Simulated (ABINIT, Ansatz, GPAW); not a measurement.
# Fe: 3 runs at one level of theory

```xyz
1
Lattice="-1.4430 1.4430 1.4430 1.4430 -1.4430 1.4430 1.4430 1.4430 -1.4430" Properties=species:S:1:pos:R:3 pbc="T T T"
Fe    0.0000    0.0000    0.0000
```

Alike in all runs: task band structure; functional revPBE; k mesh 13 × 13 × 13; occupations fermi-dirac, width 0.05 eV; collinear spin, ferromagnetic start; no spin-orbit coupling. Pressure is positive in compression and, in plane waves, holds the error of the finite cutoff.

```csv
program and potentials,plane-wave cutoff (eV),notes,pressure (GPa),net moment per atom (μB)
"ABINIT, JTH PAW PBE v2.0",844,potentials made for PBE; 16 valence electrons an atom on average,-6.43,2.30
"GPAW, the program's PAW data sets (release 1.2.1) made for this functional",600,8 valence electrons an atom on average,-3.12,2.29
"Ansatz, all-electron LAPW, scalar-relativistic",-,-,?,?
```

**Question.** Estimate from the other rows what the run with Ansatz, all-electron LAPW, scalar-relativistic gave.

**Answer.** Pressure -5.34 GPa; net moment per atom 2.28 μB. The other rows, which needn't bracket it: pressure -6.43 to -3.12; net moment per atom 2.29 to 2.30.
